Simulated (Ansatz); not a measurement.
# Electroresistance of Hf/SiC/HfN, part 4 of 6

Both polarities of the barrier in Hf/SiC/HfN, relaxed and compared. The lower electrode is Hf hcp(0001), the upper one HfN rock salt(111); the barrier is SiC wurtzite(0001) (whole bilayers). In the first transport cell, after relaxation, the nearest pair of electrode and barrier is Hf–C at 2.17 Å, along the normal, at the lower face and Hf–Si at 2.80 Å, along the normal, at the upper one. All share a net of side 3.2 Å, which strains the lower electrode by +0.0 %, the upper one by -0.1 % and the barrier by +3.6 %, against typed lattice constants near PBE's. The first steps treat the bulk electrodes alone.

Ansatz 0.2.0; PBE DFT, plane waves, PAW files (the session's first sound run).

So far. Step 5 (The open system: T(E), polarity C face on the lower …): At the Fermi level the transmission is 0.0047, as a zone mean for one spin on this coarse mesh. At the Fermi level the layers of this cell's barrier hold from 0.011 to 0.17 states an eV and atom. In the worse lead the potential repeats within 32 meV, which the program flags as too much for a lead, so G carries that doubt. Step 6 (Conductance on a fine mesh, polarity C face on the …): G = 5.5e12 S/m² (1/G = 0.182 Ω µm²).

## Step 7: Relaxing the interfaces, polarity Si face on the lower electrode

This step: PBE DFT, plane waves, PAW files (Ansatz 0.2.0).

System of this step: Hf/SiC/HfN. The cell holds 16 atoms: 6 Hf, 4 Si, 4 C and 2 N. Cell: a = 3.200 Å, b = 3.200 Å, c = 40.994 Å, α = 90.0°, β = 90.0°, γ = 120.0°. Vacuum lies along c.

The new interface needs a relaxation of its own, since bond lengths at the faces set the dipole and the overlap. A short slab in vacuum serves: only the barrier and the layers next to it are taken over, and later cells can add or drop layers in the barrier's middle. The dipole correction removes the field that unlike faces would set up across the vacuum.

input.yaml reads:

```yaml
crystal:
  lattice:
    - [3.2, 0.0, 0.0]
    - [-1.6, 2.7712812921, 0.0]
    - [0.0, 0.0, 40.9943936178]
  atoms:
    - { symbol: Hf, position: [0.33333333, 0.66666667, 0.195148636] }
    - { symbol: Hf, position: [0.0, 0.0, 0.2567424243] }
    - { symbol: Hf, position: [0.33333333, 0.66666667, 0.3183362125] }
    - { symbol: Hf, position: [0.0, 0.0, 0.3799300008] }
    - { symbol: Si, position: [0.0, 0.0, 0.4509153172] }
    - { symbol: C, position: [0.33333333, 0.66666667, 0.465748326] }
    - { symbol: Si, position: [0.33333333, 0.66666667, 0.5112121012] }
    - { symbol: C, position: [0.0, 0.0, 0.52604511] }
    - { symbol: Si, position: [0.0, 0.0, 0.5715088852] }
    - { symbol: C, position: [0.33333333, 0.66666667, 0.586341894] }
    - { symbol: Si, position: [0.33333333, 0.66666667, 0.6318056692] }
    - { symbol: C, position: [0.0, 0.0, 0.646638678] }
    - { symbol: Hf, position: [0.0, 0.0, 0.7090862416] }
    - { symbol: "N", position: [0.33333333, 0.66666667, 0.741007949] }
    - { symbol: Hf, position: [0.66666667, 0.33333333, 0.7729296565] }
    - { symbol: "N", position: [0.0, 0.0, 0.804851364] }
kpoints:
  mp_grid: { grid: [8, 8, 1] }
scf:
  occupations: { method: fermi_dirac, width: 0.1 }
  max_iter: 150
hamiltonian:
  xc: pbe
efield:
  axis: 3
  dipole_correction: true
relax:
  f_tol: 0.04
  max_steps: 90
output:
  forces: true
```

Launch:

```console
$ ansatz run input.yaml --threads 4 --pin off --max-ram 10240MiB --backend cpu --events-out ev --progress --plain --runs-dir out
```

Numbers of over 12 decimals in the logs are rounded to 6 here.

The log of the run:

```text
[...]
Crystal: 16 atoms, lattice volume = 363.542 Å³
Basis set: ecut = 420 eV, 7193 PW (Γ), exchange–correlation on 48×48×576 points (8 copies of the dense FFT grid, shifted against one another)
Bands: 119, of which v1, the nominal top of the filled ones, is band 99 counted from 1 (98 counted from 0)
Symmetry: 6 space group operations
[...]
k-points: 10 of 64 (time reversal used)
[...]
SCF iter   1: F=—  HF=-98644.291892 eV  |F-HF|=—  |Δ(HF+E_count)|=         —  Δρ=1.44e-2  dr2=7.38e1  ethr=1.77e-3  p=-0.204 e·Å  D=-1.01e-1 V/Å  ΔV_dip=4.15 eV  dr2_dipole=7.62e1  V_vac-E_F(+/−)=8.40/4.27 eV  ⟨swp⟩=7.2  Hψ=5125  notcnv=0  defer=14
[...]
SCF iter   8: F=-98643.875410 eV  HF=-98643.875427 eV  |F-HF|=1.70e-5  |Δ(HF+E_count)|=   3.27e-6  Δρ=2.38e-5  dr2=1.50e-5  ethr=2.02e-8  p=-0.183 e·Å  D=-9.13e-2 V/Å  ΔV_dip=3.74 eV  dr2_dipole=4.88e-6  V_vac-E_F(+/−)=8.08/4.34 eV  ⟨swp⟩=4.6  Hψ=5504  notcnv=0
[...]
SCF 1 converged in 8 iterations: F = -98643.875410 eV  dr2 = 1.50e-5
[...]
relax step   1: F+E_penalty+E_count = -98643.87541034 eV  Δ(F+E_penalty+E_count) = +0.000e0 eV  max|allowed force component| = 6.063e0 eV/Å  Δτ_max = 0.0000 Å  (8 SCF iters, dr2 threshold 4.00e-5 eV, accepted)
[...]
SCF iter   8: F=-98645.579142 eV  HF=-98645.579241 eV  |F-HF|=9.89e-5  |Δ(HF+E_count)|=   7.28e-5  Δρ=6.67e-5  dr2=5.86e-5  ethr=5.05e-8  p=-0.151 e·Å  D=-7.52e-2 V/Å  ΔV_dip=3.08 eV  dr2_dipole=5.67e-5  V_vac-E_F(+/−)=7.42/4.34 eV  ⟨swp⟩=4.8  Hψ=5911  notcnv=0
[...]
SCF 2 converged in 8 iterations: F = -98645.579142 eV  dr2 = 5.86e-5
[...]
relax step   2: F+E_penalty+E_count = -98645.57914212 eV  Δ(F+E_penalty+E_count) = -1.704e0 eV  max|allowed force component| = 1.922e0 eV/Å  Δτ_max = 0.1906 Å  (8 SCF iters, dr2 threshold 1.00e-4 eV, accepted)
[...]
SCF iter   9: F=-98646.095641 eV  HF=-98646.095657 eV  |F-HF|=1.61e-5  |Δ(HF+E_count)|=   1.82e-5  Δρ=4.41e-5  dr2=1.37e-5  ethr=5.05e-8  p=-0.096 e·Å  D=-4.80e-2 V/Å  ΔV_dip=1.97 eV  dr2_dipole=1.27e-5  V_vac-E_F(+/−)=6.29/4.32 eV  ⟨swp⟩=3.8  Hψ=4786  notcnv=0
[...]
SCF 3 converged in 9 iterations: F = -98646.095641 eV  dr2 = 1.37e-5
relax step   3: F+E_penalty+E_count = -98646.09564073 eV  Δ(F+E_penalty+E_count) = -5.165e-1 eV  max|allowed force component| = 9.973e-1 eV/Å  Δτ_max = 0.1945 Å  (9 SCF iters, dr2 threshold 1.00e-4 eV, accepted)
[...]
relax step   4: F+E_penalty+E_count = -98646.17997918 eV  Δ(F+E_penalty+E_count) = -8.434e-2 eV  max|allowed force component| = 2.242e-1 eV/Å  Δτ_max = 0.1777 Å  (8 SCF iters, dr2 threshold 1.00e-4 eV, accepted)
[...]
relax step   5: F+E_penalty+E_count = -98646.18409817 eV  Δ(F+E_penalty+E_count) = -4.119e-3 eV  max|allowed force component| = 1.538e-1 eV/Å  Δτ_max = 0.0372 Å  (8 SCF iters, dr2 threshold 3.14e-6 eV, accepted)
[...]
relax step   6: F+E_penalty+E_count = -98646.18513404 eV  Δ(F+E_penalty+E_count) = -1.036e-3 eV  max|allowed force component| = 7.963e-2 eV/Å  Δτ_max = 0.0105 Å  (9 SCF iters, accepted)
[...]
relax step   7: F+E_penalty+E_count = -98646.18547585 eV  Δ(F+E_penalty+E_count) = -3.418e-4 eV  max|allowed force component| = 8.880e-3 eV/Å  Δτ_max = 0.0051 Å  (7 SCF iters, dr2 threshold 1.70e-6 eV, accepted)
[...]
SCF iter   5: F=-98646.185476 eV  HF=-98646.185476 eV  |F-HF|=1.07e-8  |Δ(HF+E_count)|=   3.19e-8  Δρ=9.10e-7  dr2=3.58e-9  ethr=5.05e-11  p=-0.074 e·Å  D=-3.69e-2 V/Å  ΔV_dip=1.51 eV  dr2_dipole=2.35e-10  V_vac-E_F(+/−)=5.84/4.32 eV  ⟨swp⟩=4.5  Hψ=4886  notcnv=0
[...]
SCF 8 converged in 5 iterations: F = -98646.185476 eV  dr2 = 3.58e-9
relax step   8: F+E_penalty+E_count = -98646.18547609 eV  Δ(F+E_penalty+E_count) = -2.447e-7 eV  max|allowed force component| = 8.986e-3 eV/Å  Δτ_max = 0.0000 Å  (5 SCF iters, accepted)
SCF converged after 5 iterations
Free energy (F): -98646.185476 eV
[...]
Internal energy: -98645.903557 eV  (E = F + TS)
E sigma→0 (E₀):  -98646.044516 eV
Entropy (-TS):   -0.281919 eV (-17.620 meV/atom)
Fermi energy:    8.251176 eV
Dipole field:    D = -0.036901 V/Å  (p = -0.074136 e·Å, saw-weighted, corrected)
Work function:   Φ+ = 5.8362 eV   Φ− = 4.3232 eV
[...]
--- Forces (eV/Å), atoms counted from 1 ---
  atom   1  Hf     0.00000000     0.00000000    -0.00045760
  atom   2  Hf     0.00000000    -0.00000000    -0.00019706
  atom   3  Hf     0.00000000     0.00000000    -0.00196666
  atom   4  Hf     0.00000000    -0.00000000     0.00209396
  atom   5  Si     0.00000000    -0.00000000     0.00099795
  atom   6  C      0.00000000     0.00000000    -0.00192884
  atom   7  Si     0.00000000     0.00000000     0.00190967
  atom   8  C     -0.00000000    -0.00000000    -0.00108729
  atom   9  Si     0.00000000    -0.00000000     0.00115961
  atom  10  C      0.00000000     0.00000000    -0.00066802
  atom  11  Si     0.00000000     0.00000000    -0.00160277
  atom  12  C      0.00000000    -0.00000000     0.00539243
  atom  13  Hf     0.00000000    -0.00000000    -0.00520751
  atom  14  N     -0.00000000     0.00000000     0.00278013
  atom  15  Hf     0.00000000    -0.00000000    -0.00898498
  atom  16  N      0.00000000     0.00000000     0.00778289
  max |Σ_I F_I| component: 1.59e-5 eV/Å
--- Relaxed structure (8 steps of the walk, 8 accepted, 0 SCFs on fresh bases) ---
  F+E_penalty+E_count = -98646.18547609 eV   max|allowed force component| = 8.986e-3 eV/Å
  atoms:
    - { symbol: Hf, position: [0.333333, 0.666667, 0.198653] }
[...]
- { symbol: Hf, position: [0.333333, 0.666667, 0.320689] }
    - { symbol: Hf, position: [4.128358717074924e-17, -3.353798727115006e-17, 0.381125] }
    - { symbol: Si, position: [3.9623857134734535e-17, -3.353798727115014e-17, 0.451100] }
    - { symbol: C, position: [0.333333, 0.666667, 0.466456] }
    - { symbol: Si, position: [0.333333, 0.666667, 0.513193] }
    - { symbol: C, position: [4.256566334718373e-17, -3.353798727115016e-17, 0.528021] }
    - { symbol: Si, position: [4.4679476059872394e-17, -3.353798727115017e-17, 0.574772] }
    - { symbol: C, position: [0.333333, 0.666667, 0.589366] }
    - { symbol: Si, position: [0.333333, 0.666667, 0.636383] }
    - { symbol: C, position: [4.570841451483903e-17, -3.353798727115026e-17, 0.650528] }
    - { symbol: Hf, position: [3.179034211167932e-17, -3.353798727114935e-17, 0.704501] }
    - { symbol: N, position: [0.333333, 0.666667, 0.731556] }
    - { symbol: Hf, position: [0.666667, 0.333333, 0.772701] }
    - { symbol: N, position: [1.8663307833618244e-17, -3.3537987271148595e-17, 0.792273] }
```

Run time: 62 s. Hardware: 4 threads of Intel Xeon Platinum 8488C (Sapphire Rapids), shared host; peak memory 1.3 GiB; 4 min of CPU time.

Step by step:

| step | energy less that of the first step (eV) | largest force component (eV/Å) |
| --- | --- | --- |
| 1 | 0.0000 | 6.0631 |
| 2 | -1.7037 | 1.9222 |
| 3 | -2.2202 | 0.9973 |
| 4 | -2.3046 | 0.2242 |
| 5 | -2.3087 | 0.1538 |
| 6 | -2.3097 | 0.0796 |
| 7 | -2.3101 | 0.0089 |
| 8 | -2.3101 | 0.0090 |

Forces are held to the 6 operations that the run works with; a distortion that breaks them can't arise in this run.

The atoms that moved most (Å):

| atom | dx | dy | dz | length |
| --- | --- | --- | --- | --- |
| N16 | 0.000 | 0.000 | -0.516 | 0.516 |
| N14 | 0.000 | 0.000 | -0.387 | 0.387 |
| Hf13 | 0.000 | 0.000 | -0.188 | 0.188 |
| Si11 | 0.000 | 0.000 | 0.188 | 0.188 |
| C12 | 0.000 | 0.000 | 0.159 | 0.159 |
| Hf1 | 0.000 | 0.000 | 0.144 | 0.144 |
| Si9 | 0.000 | 0.000 | 0.134 | 0.134 |
| C10 | 0.000 | 0.000 | 0.124 | 0.124 |

The relaxed structure:

```cif
data_structure
_symmetry_space_group_name_H-M 'P 1'
_symmetry_Int_Tables_number 1
_cell_length_a 3.2000
_cell_length_b 3.2000
_cell_length_c 40.9944
_cell_angle_alpha 90.000
_cell_angle_beta 90.000
_cell_angle_gamma 120.000
_cell_volume 363.54
loop_
_atom_site_label
_atom_site_type_symbol
_atom_site_fract_x
_atom_site_fract_y
_atom_site_fract_z
_atom_site_occupancy
Hf1 Hf 0.33333 0.66667 0.19865 1
Hf2 Hf 0.00000 0.00000 0.25693 1
Hf3 Hf 0.33333 0.66667 0.32069 1
Hf4 Hf 0.00000 0.00000 0.38113 1
Si5 Si 0.00000 0.00000 0.45110 1
C6 C 0.33333 0.66667 0.46646 1
Si7 Si 0.33333 0.66667 0.51319 1
C8 C 0.00000 0.00000 0.52802 1
Si9 Si 0.00000 0.00000 0.57477 1
C10 C 0.33333 0.66667 0.58937 1
Si11 Si 0.33333 0.66667 0.63638 1
C12 C 0.00000 0.00000 0.65053 1
Hf13 Hf 0.00000 0.00000 0.70450 1
N14 N 0.33333 0.66667 0.73156 1
Hf15 Hf 0.66667 0.33333 0.77270 1
N16 N 0.00000 0.00000 0.79227 1
```

Numbers from this step:

```yaml
free_energy: -98646.1855 eV
fermi_energy: 8.251 eV
```

The largest force component on a free atom ends at 0.0090 eV/Å. At one or more of this run's solves the program warned of density in the dipole ramp over its bound, where dipole, forces and levels can be off.

(Continued in part 5 of 6.)

[Logs are printed without paths, hosts, clocks, repeated set-up lines and the standing remarks that a program may print on its own settings, such as how far it seeks lower states.]

[Hosts, paths, dates, database ids (printed as entryN), source tags and the programs' standing remarks are cut or masked in the printed files.]
